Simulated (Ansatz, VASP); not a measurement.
Given: the input of a run of Ansatz 0.2.0 on TiAl.

input.yaml

```yaml
crystal:
  lattice:
    - [2.8862512777, 0.0, 0.0]
    - [-1.4431256388, 2.4995669282, 0.0]
    - [0.0, 0.0, 4.709064585]
  atoms:
    - { symbol: Ti, position: [0.0, 0.0, 0.0] }
    - { symbol: Al, position: [0.3333333333, 0.6666666667, 0.5] }
hamiltonian:
  xc: pbesol
  pseudopotentials: { kind: paw }
kpoints:
  mp_grid: { grid: [11, 11, 6] }
scf:
  occupations: { method: fermi_dirac, width: 0.05 }
output:
  forces: true
  stress: true
  eigenvalues: true
```

Potentials or basis: Ansatz PAW.

Command:

```console
$ ansatz run input.yaml --threads 1 --pin off --max-ram 3584MiB --backend cpu --events-out ev --progress --plain --runs-dir out
```

Question: Set up the same calculation for VASP 6.6.1. Potentials there: VASP PAW PBE potentials, release 64 (Ti_sv, Al).

Answer: As run (the cutoff follows the program's own potentials):

The input INCAR:

```
PREC = Accurate
ENCUT = 520
EDIFF = 1E-7
ISMEAR = -1
SIGMA = 0.05
LREAL = F
LASPH = T
NELM = 80
ALGO = Normal
ISIF = 2
LWAVE = F
LCHARG = F
GGA = PS
NBANDS = 14
```

KPOINTS

```
regular mesh
0
Gamma
  11 11 6
```

File POSCAR:

```
TiAl
1.0
    2.8862512777      0.0000000000      0.0000000000
   -1.4431256388      2.4995669282      0.0000000000
    0.0000000000      0.0000000000      4.7090645850
Ti Al
1 1
Direct
    0.0000000000      0.0000000000      0.0000000000
    0.3333333333      0.6666666667      0.5000000000
```

Potentials or basis: VASP PAW PBE potentials, release 64 (Ti_sv, Al).

The run is started by

```bash
$ cat potpaw_PBE.64/Ti_sv/POTCAR potpaw_PBE.64/Al/POTCAR > POTCAR
$ mpirun -np 1 vasp_std > vasp.out
```

Both were run:

|  | VASP | Ansatz | Ansatz less VASP |
| --- | --- | --- | --- |
| gap on the k mesh at the Fermi level (eV) | none | none | - |
| pressure (GPa) | -4.8 | -4.8 | +0.01 |
| largest component of the traceless stress (GPa) | 1.25 | 1.32 | +0.065 |

A gap of «none» marks a metal or a gap that the smearing closes. With one functional, cell and mesh, what is left measures potentials, basis and numerics.

Caveats: the PAW data sets were made with another functional, which shifts forces and pressure a little (VASP); the PAW data sets come from PBE, with cores solved anew for the run's functional, which leaves a small shift of forces and pressure (Ansatz).
